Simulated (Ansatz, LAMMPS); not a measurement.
**Localised basis functions on glassy Al2O3 (125 atoms)**

Wanted: errors and times of a linear-scaling basis for glassy Al2O3 (125 atoms). A setting counts as converged where the r.m.s. difference of forces stays under 1 % of the r.m.s. force.

Method: Kohn-Sham DFT, PBE, PAW (set soft_2), plane waves, in Ansatz 0.2.0.

**Experiments to compare with.** The mean number of oxygen atoms around aluminium in anodized alumina glass was determined from the peak areas of a solid-state aluminium NMR spectrum (“Structure of alumina glass”, 2022, PMC8752723): number of O about Al 4.73.

**1. The structure**

The cell holds 125 atoms: 50 Al and 75 O. Cell: a = 11.154 Å, b = 11.154 Å, c = 11.154 Å, α = 90.0°, β = 90.0°, γ = 90.0°. 125 atoms (50 Al, 75 O) placed at random at 3.05 g/cm³, melted at 4500 K for 20 ps at fixed volume with the Morse and Coulomb pair potential with partial charges (Pedone, Malavasi, Menziani, Cormack and Segre, J. Phys. Chem. B 110, 11780 (2006)). Quenched from 4500 K to 300 K at 10 K/ps and fixed volume, held 5 ps.

Before any run, some limits are plain. The quench rate of 10 K/ps far exceeds what a furnace or splat quench reaches, so expect more defects and frozen-in strain than in a real sample. The network of bonds at the start is that of the classical potential that made the cell, and needn't be the one that DFT or experiment would give. Sampling is at Γ alone, for a cell whose shortest periodic width is 11 Å.

**2. Making the structure**

A classical potential makes the cell, at a small fraction of what the same run would cost in DFT.

This step: classical MD, Morse and Coulomb pair potential with partial charges (Pedone, Malavasi, Menziani, Cormack and Segre, J. Phys. Chem. B 110, 11780 (2006)) (LAMMPS 22 Jul 2025 - Update 4).

Input file in.lmp:

```
# melt-quench of Al50O75
units metal
atom_style charge
boundary p p p
region box block 0 11.1542 0 11.1542 0 11.1542
create_box 2 box
mass 1 26.9815   # Al
mass 2 15.9990   # O
create_atoms 1 random 50 65872 NULL overlap 1.5 maxtry 2000
create_atoms 2 random 75 65879 NULL overlap 1.5 maxtry 2000
pair_style hybrid/overlay pedone 5.5 coul/long 8.0
pair_coeff * * coul/long
pair_coeff 1 2 pedone 0.361581 1.900442 2.164818 0.9   # Al-O
pair_coeff 2 2 pedone 0.042395 1.379316 3.618701 22   # O-O
set type 1 charge 1.8
set type 2 charge -1.2
kspace_style pppm 1.0e-4
neigh_modify delay 0 every 1 check yes
thermo_style custom step time temp pe press density
thermo_modify norm yes
timestep 0.002
thermo 100
min_style cg
minimize 1e-4 1e-4 200 2000
reset_timestep 0
velocity all create 4500 65873 mom yes dist gaussian
fix lim all nve/limit 0.05
fix lan all langevin 4500 4500 0.2 65874 zero yes
thermo 500
run 1000 post no
unfix lim
unfix lan
thermo 1666
fix md all nvt temp 4500 4500 0.2
run 10000 post no
unfix md
thermo 21000
fix md all nvt temp 4500 300 0.2
run 210000 post no
unfix md
thermo 1250
fix md all nvt temp 300 300 0.2
run 2500 post no
unfix md
write_dump all custom glass.dump id type xs ys zs modify sort id
```

Launch:

```bash
$ lmp -in in.lmp -log none -nocite
```

Numbers of over 12 decimals in the logs are rounded to 6 here.

The log of the run:

```text
LAMMPS (22 Jul 2025 - Update 4)
Created orthogonal box = (0 0 0) to (11.1542 11.1542 11.1542)
Created 50 atoms
Created 75 atoms
PPPM initialization ...
  G vector (1/distance) = 0.38031495
  grid = 12 12 12
  estimated relative force accuracy = 6.1874317e-05
   Step          Time           Temp          PotEng         Press         Density
         0   0              0             -2.5697856      857836.11      3.0500265
        75   0.15           0             -13.421274     -34893.793      3.0500265
Loop time of 0.0603489 s on 1 MPI rank(s) for 75 steps with 125 atoms
Minimization stats:
  Stopping criterion = energy tolerance
  Energy initial, next-to-last, final =
     -2.56978562327551  -13.4199822267968  -13.4212740569408
  Force two-norm initial, final = 338.72796 1.9778366
  Iterations, force evaluations = 75 96
   Step          Time           Temp          PotEng         Press         Density
         0   0              4500          -13.421274      20620.224      3.0500265
       500   1              1910.8539     -13.203941     -19015.318      3.0500265
      1000   2              2154.3456     -13.202795     -35016.129      3.0500265
Loop time of 0.494319 s on 1 MPI rank(s) for 1000 steps with 125 atoms
   Step          Time           Temp          PotEng         Press         Density
      1000   2              2154.3456     -13.202795     -35016.129      3.0500265
      1666   3.332          4693.898      -12.724401      34585.983      3.0500265
      3332   6.664          4300.4453     -12.743871      22286.847      3.0500265
      4998   9.996          4466.7501     -12.83382       25038.827      3.0500265
      6664   13.328         4419.7437     -12.738807      45748.231      3.0500265
      8330   16.66          4608.9363     -12.92302       28381.16       3.0500265
      9996   19.992         4652.6696     -12.796449      42791.1        3.0500265
[... 1 line left out ...]
Loop time of 5.20657 s on 1 MPI rank(s) for 10000 steps with 125 atoms
   Step          Time           Temp          PotEng         Press         Density
[... 12 lines left out ...]
Loop time of 103.01 s on 1 MPI rank(s) for 210000 steps with 125 atoms
   Step          Time           Temp          PotEng         Press         Density
    221000   442            284.38609     -13.555633     -109984.7       3.0500265
    221250   442.5          352.57591     -13.553031     -105155.62      3.0500265
    222500   445            315.58804     -13.556854     -107863.82      3.0500265
    223500   447            311.85159     -13.55466      -106284.28      3.0500265
Loop time of 1.12153 s on 1 MPI rank(s) for 2500 steps with 125 atoms
```

It took 1.8 min on 1 thread of Arm Neoverse V2, shared host; peak memory 0.068 GiB.

**3. Plane-wave single point**

The first run uses the default basis; a harder plane-wave run follows as the reference for the support functions.

Input file input.yaml:

```yaml
crystal:
  lattice:
    - [11.1542, 0.0, 0.0]
    - [0.0, 11.1542, 0.0]
    - [0.0, 0.0, 11.1542]
  atoms:
    - { symbol: Al, position: [0.45535, 0.92158, 0.75149] }
    - { symbol: Al, position: [0.88124, 0.00878, 0.63678] }
    - { symbol: Al, position: [0.25277, 0.00698, 0.26389] }
    - { symbol: Al, position: [0.66554, 0.75989, 0.87254] }
    - { symbol: Al, position: [0.5286, 0.51904, 0.27035] }
    - { symbol: Al, position: [0.01941, 0.9599, 0.08457] }
    - { symbol: Al, position: [0.70677, 0.23163, 0.62971] }
    - { symbol: Al, position: [0.60784, 0.58356, 0.4975] }
    - { symbol: Al, position: [0.7064, 0.13992, 0.35834] }
    - { symbol: Al, position: [0.58082, 0.34398, 0.8148] }
    - { symbol: Al, position: [0.7687, 0.51463, 0.74263] }
    - { symbol: Al, position: [0.93672, 0.68443, 0.08803] }
    - { symbol: Al, position: [0.70665, 0.55192, 0.04422] }
    - { symbol: Al, position: [0.49101, 0.61722, 0.73707] }
    - { symbol: Al, position: [0.13746, 0.24858, 0.35865] }
    - { symbol: Al, position: [0.46484, 0.00031, 0.07326] }
    - { symbol: Al, position: [0.26823, 0.48875, 0.34583] }
    - { symbol: Al, position: [0.03161, 0.62119, 0.66654] }
    - { symbol: Al, position: [0.48184, 0.79306, 0.23839] }
    - { symbol: Al, position: [0.18403, 0.39628, 0.58838] }
    - { symbol: Al, position: [0.31261, 0.41117, 0.1193] }
    - { symbol: Al, position: [0.20425, 0.79254, 0.10661] }
    - { symbol: Al, position: [0.20007, 0.85068, 0.68826] }
    - { symbol: Al, position: [0.28201, 0.78774, 0.40385] }
    - { symbol: Al, position: [0.26557, 0.57878, 0.90456] }
    - { symbol: Al, position: [0.79352, 0.73195, 0.62274] }
    - { symbol: Al, position: [0.99388, 0.71493, 0.40364] }
    - { symbol: Al, position: [0.38335, 0.23439, 0.9715] }
    - { symbol: Al, position: [0.13117, 0.1371, 0.66933] }
    - { symbol: Al, position: [0.41993, 0.19711, 0.25547] }
    - { symbol: Al, position: [0.44826, 0.66406, 0.04367] }
    - { symbol: Al, position: [0.57166, 0.88271, 0.47968] }
    [... 87 atom lines left out ...]
    - { symbol: O, position: [0.41828, 0.29079, 0.83501] }
    - { symbol: O, position: [0.62416, 0.03332, 0.05987] }
    - { symbol: O, position: [0.98683, 0.52767, 0.0832] }
    - { symbol: O, position: [0.08725, 0.75735, 0.74543] }
    - { symbol: O, position: [0.19703, 0.48258, 0.20598] }
    - { symbol: O, position: [0.24636, 0.18994, 0.26375] }
kpoints:
  mp_grid: { grid: [1, 1, 1] }
hamiltonian:
  xc: pbe
scf:
  occupations: { method: fixed }
output:
  forces: true
  stress: true
  populations: true
  dos:
    method: { smearing: { sigma: 0.1 } }
    de: 0.1
    projected: { site_lists: { Al: [Al], O: [O] } }
  eigenvalues: true
  write_density: true
  write_potential: true
  volumetric_format: npy
  elf: true
```

Launch:

```bash
$ ansatz run input.yaml --threads 4 --pin off --max-ram 15872MiB --backend cpu --events-out ev --progress --plain --runs-dir out
```

The log of the run:

```text
Engine: ansatz 0.2.0, aarch64-unknown-linux-gnu
Pseudopotentials: kind: paw
Pseudopotential: Al, paw, valence charge 3, recommended cutoff 420 eV (normal), Al.paw.azcp
Pseudopotential: O, paw, valence charge 6, recommended cutoff 420 eV (normal), O.paw.azcp
[... 5 lines on functional and potentials left out ...]
Crystal: 125 atoms, lattice volume = 1387.763 Å³
Basis set: ecut = 420 eV, 27201 PW (Γ), exchange–correlation on 150×150×150 points (8 copies of the dense FFT grid, shifted against one another)
Bands: 425, of which v1, the nominal top of the filled ones, is band 300 counted from 1 (299 counted from 0)
Symmetry: 1 space group operations
Space group: P1 (ITA 1), of the structure as read, at distance tolerance 1.1e-4 Å
k-points: 1
[... 5 lines on functional and potentials left out ...]
Initial density: superposition of atomic densities (neutral atoms: chi_scale 0, normalization atom), corrected by the library's trained network
Initial wavefunctions: pseudopotential atomic-orbital guess
Functional: x = pbe(κ = 0.804, μ = 0.219515), c = pbe(β = 0.066725)
SCF iter   1: F=—  HF=-69597.773367 eV  |F-HF|=—  |Δ(HF+E_count)|=         —  Δρ=2.38e-3  dr2=1.35e-1  ethr=1.77e-3  ⟨swp⟩=5.0  Hψ=1540  notcnv=0  defer=123
preconditioner: auto → Resta (q_TF=auto, 2.372 Å⁻¹)  ε∞=3.4  [insulator: Δε(μ)=3.105 eV  Ē_g=15.609 eV  n_scr=304 (ndim 8)  ℏωp=24.4 eV  f_vac=0.039  ε∞_Penn≈3.4]
SCF iter   2: F=—  HF=-69597.752802 eV  |F-HF|=—  |Δ(HF+E_count)|=   2.06e-2  Δρ=1.27e-3  dr2=3.14e-2  ethr=2.24e-5  ⟨swp⟩=2.0  Hψ=791  notcnv=0  defer=123
SCF iter   3: F=—  HF=-69597.752256 eV  |F-HF|=—  |Δ(HF+E_count)|=   5.46e-4  Δρ=5.71e-4  dr2=7.83e-3  ethr=5.24e-6  ⟨swp⟩=3.0  Hψ=538  notcnv=0  defer=123
SCF iter   4: F=—  HF=-69597.751226 eV  |F-HF|=—  |Δ(HF+E_count)|=   1.03e-3  Δρ=1.79e-4  dr2=4.70e-4  ethr=1.31e-6  ⟨swp⟩=3.0  Hψ=538  notcnv=0  defer=123
SCF iter   5: F=—  HF=-69597.751294 eV  |F-HF|=—  |Δ(HF+E_count)|=   6.75e-5  Δρ=1.22e-4  dr2=1.65e-4  ethr=7.83e-8  ⟨swp⟩=2.0  Hψ=558  notcnv=0  defer=122
SCF iter   6: F=—  HF=-69597.751251 eV  |F-HF|=—  |Δ(HF+E_count)|=   4.26e-5  Δρ=2.75e-5  dr2=1.06e-5  ethr=2.75e-8  ⟨swp⟩=2.0  Hψ=560  notcnv=0  defer=118
SCF iter   7: F=—  HF=-69597.751033 eV  |F-HF|=—  |Δ(HF+E_count)|=   2.18e-4  Δρ=1.63e-5  dr2=2.75e-6  ethr=1.77e-9  ⟨swp⟩=2.0  Hψ=725  notcnv=0  defer=118
SCF iter   8: F=—  HF=-69597.751034 eV  |F-HF|=—  |Δ(HF+E_count)|=   8.41e-7  Δρ=8.26e-6  dr2=7.52e-7  ethr=4.58e-10  ⟨swp⟩=2.0  Hψ=602  notcnv=0  defer=118
SCF iter   9: F=-69597.751034 eV  HF=-69597.751034 eV  |F-HF|=3.18e-8  |Δ(HF+E_count)|=   8.67e-8  Δρ=2.61e-6  dr2=7.75e-8  ethr=1.67e-11  ⟨swp⟩=22.0  Hψ=4184  notcnv=0
SCF 1 converged in 9 iterations: F = -69597.751034 eV  dr2 = 7.75e-8
  greatest PAW one-centre occupation: 0.865 electrons in one spin orbital (limit 2), on the O atom at site 93 (counted from 0), in its partial waves of l = 0
SCF converged after 9 iterations
Free energy (F): -69597.751034 eV
Harris-Foulkes:  -69597.751034 eV  (|F-HF|=3.18e-8)
Internal energy: -69597.751034 eV  (E = F + TS)
E sigma→0 (E₀):  -69597.751034 eV
Fermi energy:    5.648233 eV
--- Per-component energies (eV) ---
  E_band       = -1006.538177
  E_kinetic    = 14627.826141
  E_local      = -32910.350181  (includes V_loc(G=0)·N_el)
  E_nonlocal   = 4080.513055
  E_hartree    = 12368.053469
  E_xc         = -7605.837525
  E_vxc        = -8621.202098  (∫ρ·V_xc dr)
  E_paw        = -35276.087693  (= ΣΔE_a)
  E_vpaw       = -2919.617119  (= ΣTr[D̂ρ^β])
  E_aug_tail   = 0.188928  (compensation charges beyond the density's cutoff)
  E_ewald      = -24882.057226
  E_smearing   = -0.000000  (= −TS)
  E_closure    = -0.000000  (closes the sum)
  Σ components = -69597.751034   (vs F -69597.751034, Δ=0.00e0)
--- Forces (eV/Å), atoms counted from 1 ---
  atom   1  Al     0.67452955    -0.16326714    -1.44980833
  atom   2  Al     0.10032336     0.40328536     0.54784387
  atom   3  Al    -1.01910069     1.00057446    -0.84886010
  atom   4  Al    -2.19967069    -0.69045390    -0.89957676
  atom   5  Al     1.81888714    -1.29574281     0.69253192
  atom   6  Al     0.24940807    -0.79302767    -0.18831808
  atom   7  Al     0.45895367    -1.27313788     0.46368105
  atom   8  Al     1.55230464     0.95429170    -0.11772440
  atom   9  Al    -3.24738814    -1.78476892     0.74950999
  atom  10  Al    -0.06841823    -0.99234196     0.63404329
  atom  11  Al    -1.25504957    -0.54959000    -0.53811694
  atom  12  Al     1.54030954    -1.19025688    -0.06065514
  atom  13  Al    -0.22463217    -1.46645088     0.85156157
  atom  14  Al     1.00913378     0.06968409     0.83261976
[...]
atom 124  O     -0.67648319    -0.09831737    -0.62927388
  atom 125  O      1.16148403    -0.84169814    -0.46988049
  max |Σ_I F_I| component: 3.91e-4 eV/Å
--- Stress (GPa, compression-positive) ---
        1.566849      -0.898976       1.221231
       -0.898977       0.495399       1.144057
        1.221220       1.144080       2.763260
  P = ⅓ Tr σ = 1.6085 GPa (16.085 kbar)
--- Band table (eV) ---
  k-point 0: bands = ["-14.2260", "-14.0332", "-13.9061", "-13.8754", [... 409 levels ...], "16.0283", "16.0474", "16.0864", "16.1059", "16.1733", "16.2145", "16.2418", "16.2786", "16.3219", "16.3395", "16.3696", "16.4075"]
--- Löwdin populations: 125 sites ---
  site symbol       q [e]
     0     Al      1.6226
     1     Al      1.6402
     2     Al      1.6957
[...]
124      O      6.8264
  spilling = 0.008343 (of n_electrons = 600.000000)
```

It took 23 s on 4 threads of Arm Neoverse V2, shared host; peak memory 1.8 GiB; 89 s of CPU time.

Reading the cycles: dr2 is the Hartree energy of the density residual (eV), the measure of convergence; HF is the Harris–Foulkes estimate of the energy, which meets the free energy F at convergence.

The run gave:

```
free energy                                      : -69597.7510 eV
free energy per atom                             : -556.7820 eV/atom
SCF cycles                                       : 9
pressure                                         : 1.609 GPa
r.m.s. force component                           : 1.037 eV/Å
longest force                                    : 5.102 eV/Å
Fermi energy                                     : 5.648 eV
gap (highest filled to lowest empty level) : 2.982 eV
spilling of the projection                       : 0.008343
```

The r.m.s. force component of 1.0 eV/Å and the pressure of 1.6 GPa set the scale for the differences below.

**4. Plane waves at 750 eV (750 eV)**

A harder cutoff gives the support functions a reference with less basis error.

input.yaml, the sections that differ from step 3:

```yaml
output:
  forces: true
  eigenvalues: true
basis:
  ecutwfc: "750 eV"
# crystal, kpoints, hamiltonian, scf: as in step 3
```

The log of the run:

```text
[...]
Crystal: 125 atoms, lattice volume = 1387.763 Å³
Basis set: ecut = 750 eV, 64589 PW (Γ), exchange–correlation on 200×200×200 points (8 copies of the dense FFT grid, shifted against one another)
Bands: 425, of which v1, the nominal top of the filled ones, is band 300 counted from 1 (299 counted from 0)
Symmetry: 1 space group operations
[...]
k-points: 1
[...]
SCF iter   1: F=—  HF=-69598.234724 eV  |F-HF|=—  |Δ(HF+E_count)|=         —  Δρ=2.52e-3  dr2=1.37e-1  ethr=1.77e-3  ⟨swp⟩=5.0  Hψ=1540  notcnv=0  defer=122
[...]
SCF iter   3: F=—  HF=-69598.206936 eV  |F-HF|=—  |Δ(HF+E_count)|=   2.24e-3  Δρ=5.79e-4  dr2=7.89e-3  ethr=5.31e-6  ⟨swp⟩=3.0  Hψ=538  notcnv=0  defer=45
automatic band count: iteration 3 solves 347 bands in place of 425: the levels show a gap, and the empty bands left out lie too high to hold charge; the band table lists the bands solved (type scf.n_extra_bands for more)
SCF iter   4: F=—  HF=-69598.205830 eV  |F-HF|=—  |Δ(HF+E_count)|=   1.11e-3  Δρ=1.81e-4  dr2=4.70e-4  ethr=1.32e-6  ⟨swp⟩=3.0  Hψ=538  notcnv=0  defer=45
[...]
SCF iter   9: F=-69598.203167 eV  HF=-69598.203167 eV  |F-HF|=1.06e-8  |Δ(HF+E_count)|=   4.42e-8  Δρ=1.47e-6  dr2=3.13e-8  ethr=1.67e-11  ⟨swp⟩=13.0  Hψ=1975  notcnv=0
SCF 1 converged in 9 iterations: F = -69598.203167 eV  dr2 = 3.13e-8
[...]
SCF converged after 9 iterations
Free energy (F): -69598.203167 eV
[...]
Internal energy: -69598.203167 eV  (E = F + TS)
E sigma→0 (E₀):  -69598.203167 eV
Fermi energy:    5.648189 eV
[...]
Σ components = -69598.203167   (vs F -69598.203167, Δ=0.00e0)
--- Forces (eV/Å), atoms counted from 1 ---
  atom   1  Al     0.67397934    -0.16372005    -1.45054501
  atom   2  Al     0.10132623     0.40325658     0.54839047
  atom   3  Al    -1.01825599     1.00075605    -0.84920501
  atom   4  Al    -2.20071597    -0.69068385    -0.89956581
[...]
atom 125  O      1.16249821    -0.84158958    -0.46964662
  max |Σ_I F_I| component: 1.27e-4 eV/Å
--- Band table (eV) ---
[...]
```

Elapsed: 27 s, on 4 threads; peak memory 3.7 GiB; 1.8 min of CPU time.

Forces differ from the reference by 0.71 meV/Å r.m.s., 0.068 % of their size, well within a tolerance of 1 %; the energy by -3.6 meV/atom.

**5. Support functions medium**

With localised support functions most steps grow linearly with size, though the diagonalisation grows faster unless the density matrix is cut; this run measures error and cost at this size. Besides, the program derives a nominal cutoff of 464 eV for this run, against the reference's 750.

This step: Kohn-Sham DFT, PBE, PAW (set soft_2), localised support functions (medium) (Ansatz 0.2.0).

input.yaml, the sections that differ from step 4:

```yaml
scf:
  occupations: { method: fixed }
  eigensolver: { kind: { support_functions: { accuracy: medium } } }
  max_iter: 150
# crystal, kpoints, hamiltonian, output: as in step 4
# basis: removed
```

The log of the run:

```text
Warning: scf.eigensolver.kind.support_functions: disabling space-group detection — the functions' gradient is summed over unrotated k-points, so no spatial operation reduces the k-mesh or symmetrises the density; time reversal is kept, so that k and −k are solved as one point where they differ and the mesh holds both, and exact exchange and, on two spinor components, a DFT+U term hold to it where the run has them: [...]
Warning: basis.ecutwfc = 464 eV, auto-derived: no grid that the accuracy of the support functions lays serves the files at the lower one that their records recommend; a deck with other species or settings can derive another value
settings of this run that can trade accuracy for cost: scf.eigensolver.kind.support_functions [...]
[...]
Crystal: 125 atoms, lattice volume = 1387.763 Å³
Basis set: ecut = 464 eV, 31439 PW (Γ), exchange–correlation on 180×180×180 points (8 copies of the dense FFT grid, shifted against one another)
Bands: 360, of which v1, the nominal top of the filled ones, is band 300 counted from 1 (299 counted from 0)
Symmetry: 1 space group operations
k-points: 1
[...]
SCF iter   1: F=—  HF=-69592.524753 eV  |F-HF|=—  |Δ(HF+E_count)|=         —  Δρ=1.32e-1  dr2=2.43e2  ethr=1.00e-1
[...]
SCF iter  13: F=—  HF=-69598.278748 eV  |F-HF|=—  |Δ(HF+E_count)|=   2.15e-3  Δρ=1.57e-5  dr2=3.97e-6  ethr=2.42e-9  κ⁻¹=1.1e-4(r=7)
SCF iter  14: F=-69598.278747 eV  HF=-69598.278747 eV  |F-HF|=5.11e-7  |Δ(HF+E_count)|=   4.18e-7  Δρ=5.43e-6  dr2=1.04e-6  ethr=6.61e-10
SCF 1 converged in 14 iterations: F = -69598.307527 eV  dr2 = 1.04e-6
[...]
SCF converged after 14 iterations
Stability not checked: this state was not tested for a lower state beside it, because the mixer in use, unlike msr1, does not test its closes by its own steps (another_mixer; see scf.mixing.algorithm and scf.lower_state_search)
Free energy (F): -69598.307527 eV
[...]
Internal energy: -69598.307527 eV  (E = F + TS)
E sigma→0 (E₀):  -69598.307527 eV
Fermi energy:    5.648615 eV
[...]
Σ components = -69598.307527   (vs F -69598.307527, Δ=0.00e0)
--- Forces (eV/Å), atoms counted from 1 ---
  atom   1  Al     0.67342909    -0.16336988    -1.45174258
  atom   2  Al     0.10178618     0.40301637     0.54892989
  atom   3  Al    -1.01749015     1.00113121    -0.84900394
  atom   4  Al    -2.20071117    -0.69116170    -0.90002700
[...]
atom 125  O      1.16328301    -0.84148166    -0.46951675
  max |Σ_I F_I| component: 3.25e-3 eV/Å
--- Band table (eV) ---
[...]
```

Wall time 2.7 min (4 threads); peak memory 5.1 GiB; 11 min of CPU time.

The program notes that the band table was not solved further than the SCF left it and it switched symmetry off.

Keys that differ from the reference: basis.ecutwfc removed, support_functions.accuracy = "medium" and scf.max_iter = 150.

Forces differ from the reference by 0.36 meV/Å r.m.s., 0.034 % of their size, well within a tolerance of 1 %; the energy by -0.83 meV/atom. It took 5.9 times the reference's time (shared host, so rough). The two runs also began from different starting densities, which bears on cycles and time.

[end of part 1 of 3]

[Logs are printed without paths, hosts, clocks, repeated set-up lines and the standing remarks that a program may print on its own settings, such as how far it seeks lower states.]

[Hosts, paths, dates, database ids (printed as entryN), source tags and the programs' standing remarks are cut or masked in the printed files.]
